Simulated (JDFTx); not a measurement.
# MnO (Fm-3m) in JDFTx: settings compared, part 2 of 2

JDFTx 1.7.0 (patched build). The steps go on from the part before.

## (5) Equation of state, LDA, collinear spin, ferromagnetic start, 11.00 Å³/atom

Contents of MnO.in:

```
lattice \
    0.0000000000     2.2239077028     2.2239077028 \
    2.2239077028     0.0000000000     2.2239077028 \
    2.2239077028     2.2239077028     0.0000000000
latt-scale 1.889726124626 1.889726124626 1.889726124626
coords-type Lattice
ion Mn     0.0000000000     0.0000000000     0.0000000000 1
ion O      0.5000000000     0.5000000000     0.5000000000 1

ion-species pseudo/Mn.upf
ion-species pseudo/O.upf
elec-cutoff 48 384
elec-ex-corr lda-PW
kpoint-folding 10 10 10
elec-smearing Fermi 0.0018374661
elec-n-bands 19
spintype z-spin
initial-magnetic-moments Mn 4
elec-initial-magnetization 4 no
electronic-SCF nIterations 100 energyDiffThreshold 1e-09
electronic-minimize nIterations 30 energyDiffThreshold 1e-7
forces-output-coords Cartesian

dump-name run.$VAR
dump End Ecomponents EigStats BandEigs Kpoints Forces Stress
```

Command:

```sh
jdftx -c 1 -i MnO.in -o MnO.out
```

Run time: 4.3 min. Hardware: 1 thread of Intel Xeon Platinum 8375C at 2.90GHz (Ice Lake), shared host; peak memory 0.22 GiB.

Results (log left out):

| Property | Result |
| --- | --- |
| Free energy | -3264.9248 eV |
| Pressure | -16.0 GPa |
| Band gap on the k mesh | none (metal or under the smearing width) |
| Net moment | 4.65 μB per cell |
| Absolute moment | 4.65 μB per cell |
| Site moments | Mn +4.38; O +0.26 μB |
| Loewdin charges | Mn +1.11; O -0.99 e |

Caveat: a cell with one magnetic atom can't hold antiferromagnetic order, which such compounds often take; semilocal functionals often make such compounds metallic where correlation or magnetic order opens a gap, which also shifts bond lengths.

## (6) Equation of state, LDA, collinear spin, ferromagnetic start, 11.22 Å³/atom (volume scaled by 1.02)

MnO.in: that of step 5 with these lines changed.

```diff
@@ -1,5 +1,5 @@
 lattice \
-    0.0000000000     2.2239077028     2.2239077028 \
-    2.2239077028     0.0000000000     2.2239077028 \
-    2.2239077028     2.2239077028     0.0000000000
+    0.0000000000     2.2386359976     2.2386359976 \
+    2.2386359976     0.0000000000     2.2386359976 \
+    2.2386359976     2.2386359976     0.0000000000
 latt-scale 1.889726124626 1.889726124626 1.889726124626
```

Potentials or basis: PseudoDojo-SR-LDA-0.4.1-standard with smoothed tails.

Command:

```sh
jdftx -c 1 -i MnO.in -o MnO.out
```

Wall time 4.3 min (1 thread of Intel Xeon Platinum 8375C at 2.90GHz (Ice Lake), shared host); peak memory 0.22 GiB.

The run converged. Its results:

```
Free energy            : -3264.8796 eV
Pressure               : -17.0 GPa
Band gap on the k mesh : none (metal or under the smearing width)
Net moment             : 4.73 μB per cell
Absolute moment        : 4.73 μB per cell
Site moments           : Mn +4.45; O +0.27 μB
Loewdin charges        : Mn +1.13; O -1.00 e
```

Caveat: a cell with one magnetic atom can't hold antiferromagnetic order, which such compounds often take; semilocal functionals often make such compounds metallic where correlation or magnetic order opens a gap, which also shifts bond lengths.

## (7) Equation of state, LDA, collinear spin, ferromagnetic start, 11.44 Å³/atom (volume scaled by 1.04)

MnO.in: that of step 6 with these lines changed.

```diff
@@ -1,5 +1,5 @@
 lattice \
-    0.0000000000     2.2386359976     2.2386359976 \
-    2.2386359976     0.0000000000     2.2386359976 \
-    2.2386359976     2.2386359976     0.0000000000
+    0.0000000000     2.2531730023     2.2531730023 \
+    2.2531730023     0.0000000000     2.2531730023 \
+    2.2531730023     2.2531730023     0.0000000000
 latt-scale 1.889726124626 1.889726124626 1.889726124626
```

Command:

```sh
jdftx -c 1 -i MnO.in -o MnO.out
```

Wall time 3.3 min (1 thread of Intel Xeon Platinum 8375C at 2.90GHz (Ice Lake), shared host); peak memory 0.23 GiB.

Results (log left out):

```
Free energy            : -3264.8315 eV
Pressure               : -18.2 GPa
Band gap on the k mesh : none (metal or under the smearing width)
Net moment             : 4.78 μB per cell
Absolute moment        : 4.78 μB per cell
Site moments           : Mn +4.50; O +0.27 μB
Loewdin charges        : Mn +1.14; O -1.01 e
```

Caveat: a cell with one magnetic atom can't hold antiferromagnetic order, which such compounds often take; semilocal functionals often make such compounds metallic where correlation or magnetic order opens a gap, which also shifts bond lengths.

## (8) Equation of state, LDA, collinear spin, ferromagnetic start, 11.66 Å³/atom (volume scaled by 1.06)

MnO.in: that of step 7 with these lines changed.

```diff
@@ -1,5 +1,5 @@
 lattice \
-    0.0000000000     2.2531730023     2.2531730023 \
-    2.2531730023     0.0000000000     2.2531730023 \
-    2.2531730023     2.2531730023     0.0000000000
+    0.0000000000     2.2675248097     2.2675248097 \
+    2.2675248097     0.0000000000     2.2675248097 \
+    2.2675248097     2.2675248097     0.0000000000
 latt-scale 1.889726124626 1.889726124626 1.889726124626
```

Command:

```sh
jdftx -c 1 -i MnO.in -o MnO.out
```

Run time: 3.3 min. Hardware: 1 thread of Intel Xeon Platinum 8375C at 2.90GHz (Ice Lake), shared host; peak memory 0.24 GiB.

It converged, with:

```
Free energy            : -3264.7795 eV
Pressure               : -19.7 GPa
Band gap on the k mesh : none (metal or under the smearing width)
Net moment             : 4.81 μB per cell
Absolute moment        : 4.81 μB per cell
Site moments           : Mn +4.52; O +0.27 μB
Loewdin charges        : Mn +1.14; O -1.01 e
```

Caveat: a cell with one magnetic atom can't hold antiferromagnetic order, which such compounds often take; semilocal functionals often make such compounds metallic where correlation or magnetic order opens a gap, which also shifts bond lengths.

## (9) Equation of state, PBEsol, collinear spin, ferromagnetic start, 10.34 Å³/atom (volume scaled by 0.94)

MnO.in: that of step 8 with these lines changed.

```diff
@@ -1,6 +1,2 @@
-lattice \
-    0.0000000000     2.2675248097     2.2675248097 \
-    2.2675248097     0.0000000000     2.2675248097 \
-    2.2675248097     2.2675248097     0.0000000000
-latt-scale 1.889726124626 1.889726124626 1.889726124626
+lattice Face-Centered Cubic 8.2335710904
 coords-type Lattice
@@ -12,3 +8,3 @@
 elec-cutoff 48 384
-elec-ex-corr lda-PW
+elec-ex-corr gga-PBEsol
 kpoint-folding 10 10 10
```

Potentials or basis: PseudoDojo-SR-PBEsol-0.4.1-standard with smoothed tails.

Command:

```sh
jdftx -c 1 -i MnO.in -o MnO.out
```

Run time: 2.5 min. Hardware: 1 thread of Intel Xeon Platinum 8488C (Sapphire Rapids), shared host; peak memory 0.21 GiB.

It converged, with:

```
Free energy            : -3261.1096 eV
Pressure               : -0.9 GPa
Band gap on the k mesh : none (metal or under the smearing width)
Net moment             : 4.61 μB per cell
Absolute moment        : 4.61 μB per cell
Site moments           : Mn +4.34; O +0.25 μB
Loewdin charges        : Mn +1.11; O -0.99 e
```

Caveat: a cell with one magnetic atom can't hold antiferromagnetic order, which such compounds often take; semilocal functionals often make such compounds metallic where correlation or magnetic order opens a gap, which also shifts bond lengths.

## (10) Equation of state, PBEsol, collinear spin, ferromagnetic start, 10.56 Å³/atom (volume scaled by 0.96)

MnO.in: that of step 9 with these lines changed.

```diff
@@ -1,2 +1,2 @@
-lattice Face-Centered Cubic 8.2335710904
+lattice Face-Centered Cubic 8.2915558958
 coords-type Lattice
```

Command:

```sh
jdftx -c 1 -i MnO.in -o MnO.out
```

It took 2.5 min on 1 thread of Intel Xeon Platinum 8488C (Sapphire Rapids), shared host; peak memory 0.22 GiB.

It converged, with:

- Free energy: -3261.1044 eV
- Pressure: -2.8 GPa
- Band gap on the k mesh: none (metal or under the smearing width)
- Net moment: 4.69 μB per cell
- Absolute moment: 4.69 μB per cell
- Site moments: Mn +4.41; O +0.26 μB
- Loewdin charges: Mn +1.13; O -1.00 e

Caveat: a cell with one magnetic atom can't hold antiferromagnetic order, which such compounds often take; semilocal functionals often make such compounds metallic where correlation or magnetic order opens a gap, which also shifts bond lengths.

## (11) Equation of state, PBEsol, collinear spin, ferromagnetic start, 10.78 Å³/atom (volume scaled by 0.98)

MnO.in: that of step 10 with these lines changed.

```diff
@@ -1,2 +1,2 @@
-lattice Face-Centered Cubic 8.2915558958
+lattice Face-Centered Cubic 8.3487408471
 coords-type Lattice
```

Command:

```sh
jdftx -c 1 -i MnO.in -o MnO.out
```

Run time: 2.6 min. Hardware: 1 thread of Intel Xeon Platinum 8488C (Sapphire Rapids), shared host; peak memory 0.22 GiB.

The run converged. Its results:

- Free energy: -3261.0948 eV
- Pressure: -4.4 GPa
- Band gap on the k mesh: none (metal or under the smearing width)
- Net moment: 4.77 μB per cell
- Absolute moment: 4.77 μB per cell
- Site moments: Mn +4.49; O +0.27 μB
- Loewdin charges: Mn +1.14; O -1.02 e

Caveat: a cell with one magnetic atom can't hold antiferromagnetic order, which such compounds often take; semilocal functionals often make such compounds metallic where correlation or magnetic order opens a gap, which also shifts bond lengths.

## (12) Equation of state, PBEsol, collinear spin, ferromagnetic start, 11.00 Å³/atom

MnO.in: that of step 11 with these lines changed.

```diff
@@ -1,2 +1,2 @@
-lattice Face-Centered Cubic 8.3487408471
+lattice Face-Centered Cubic 8.4051529695
 coords-type Lattice
```

Potentials or basis: PseudoDojo-SR-PBEsol-0.4.1-standard with smoothed tails.

Command:

```sh
jdftx -c 1 -i MnO.in -o MnO.out
```

Run time: 2.7 min. Hardware: 1 thread of Intel Xeon Platinum 8488C (Sapphire Rapids), shared host; peak memory 0.23 GiB.

It converged, with:

```
Free energy            : -3261.0796 eV
Pressure               : -6.8 GPa
Band gap on the k mesh : none (metal or under the smearing width)
Net moment             : 4.80 μB per cell
Absolute moment        : 4.80 μB per cell
Site moments           : Mn +4.52; O +0.27 μB
Loewdin charges        : Mn +1.15; O -1.02 e
```

Caveat: a cell with one magnetic atom can't hold antiferromagnetic order, which such compounds often take; semilocal functionals often make such compounds metallic where correlation or magnetic order opens a gap, which also shifts bond lengths.

## (13) Equation of state, PBEsol, collinear spin, ferromagnetic start, 11.22 Å³/atom (volume scaled by 1.02)

MnO.in: that of step 12 with these lines changed.

```diff
@@ -1,2 +1,2 @@
-lattice Face-Centered Cubic 8.4051529695
+lattice Face-Centered Cubic 8.4608178564
 coords-type Lattice
```

Command:

```sh
jdftx -c 1 -i MnO.in -o MnO.out
```

Wall time 2.7 min (1 thread of Intel Xeon Platinum 8488C (Sapphire Rapids), shared host); peak memory 0.23 GiB.

Results (log left out):

```
Free energy            : -3261.0576 eV
Pressure               : -9.1 GPa
Band gap on the k mesh : none (metal or under the smearing width)
Net moment             : 4.82 μB per cell
Absolute moment        : 4.82 μB per cell
Site moments           : Mn +4.54; O +0.26 μB
Loewdin charges        : Mn +1.15; O -1.03 e
```

Caveat: a cell with one magnetic atom can't hold antiferromagnetic order, which such compounds often take; semilocal functionals often make such compounds metallic where correlation or magnetic order opens a gap, which also shifts bond lengths.

## (14) Equation of state, PBEsol, collinear spin, ferromagnetic start, 11.44 Å³/atom (volume scaled by 1.04)

MnO.in: that of step 13 with these lines changed.

```diff
@@ -1,2 +1,2 @@
-lattice Face-Centered Cubic 8.4608178564
+lattice Face-Centered Cubic 8.5157597715
 coords-type Lattice
```

Command:

```sh
jdftx -c 1 -i MnO.in -o MnO.out
```

Wall time 2.6 min (1 thread of Intel Xeon Platinum 8488C (Sapphire Rapids), shared host); peak memory 0.24 GiB.

The run converged. Its results:

```
Free energy            : -3261.0303 eV
Pressure               : -10.8 GPa
Band gap on the k mesh : none (metal or under the smearing width)
Net moment             : 4.86 μB per cell
Absolute moment        : 4.86 μB per cell
Site moments           : Mn +4.58; O +0.26 μB
Loewdin charges        : Mn +1.16; O -1.03 e
```

Caveat: a cell with one magnetic atom can't hold antiferromagnetic order, which such compounds often take; semilocal functionals often make such compounds metallic where correlation or magnetic order opens a gap, which also shifts bond lengths.

## (15) Equation of state, PBEsol, collinear spin, ferromagnetic start, 11.66 Å³/atom (volume scaled by 1.06)

MnO.in: that of step 14 with these lines changed.

```diff
@@ -1,2 +1,2 @@
-lattice Face-Centered Cubic 8.5157597715
+lattice Face-Centered Cubic 8.5700017423
 coords-type Lattice
```

Potentials or basis: PseudoDojo-SR-PBEsol-0.4.1-standard with smoothed tails.

Command:

```sh
jdftx -c 1 -i MnO.in -o MnO.out
```

Wall time 2.7 min (1 thread of Intel Xeon Platinum 8488C (Sapphire Rapids), shared host); peak memory 0.24 GiB.

The run converged. Its results:

```
Free energy            : -3260.9989 eV
Pressure               : -12.2 GPa
Band gap on the k mesh : none (metal or under the smearing width)
Net moment             : 4.91 μB per cell
Absolute moment        : 4.91 μB per cell
Site moments           : Mn +4.62; O +0.27 μB
Loewdin charges        : Mn +1.17; O -1.04 e
```

Caveat: a cell with one magnetic atom can't hold antiferromagnetic order, which such compounds often take; semilocal functionals often make such compounds metallic where correlation or magnetic order opens a gap, which also shifts bond lengths.

## (16) Equation of state, PBEsol, collinear spin, ferromagnetic start

This step only gathers the single runs of the series.

What came out:

```
Equilibrium volume : 10.27 Å³/atom (rough: see the caveat)
Bulk modulus       : 94 GPa (rough)
```

Energy against volume, from the lowest point:
```csv
volume (Å³/atom),energy (meV/atom)
10.339,0.00
10.559,2.58
10.779,7.40
10.999,15.02
11.219,25.97
11.439,39.63
11.659,55.35
```

Caveat: the minimum lies outside the volumes run; the fit is doubtful: noisy points or a state that changes with volume.
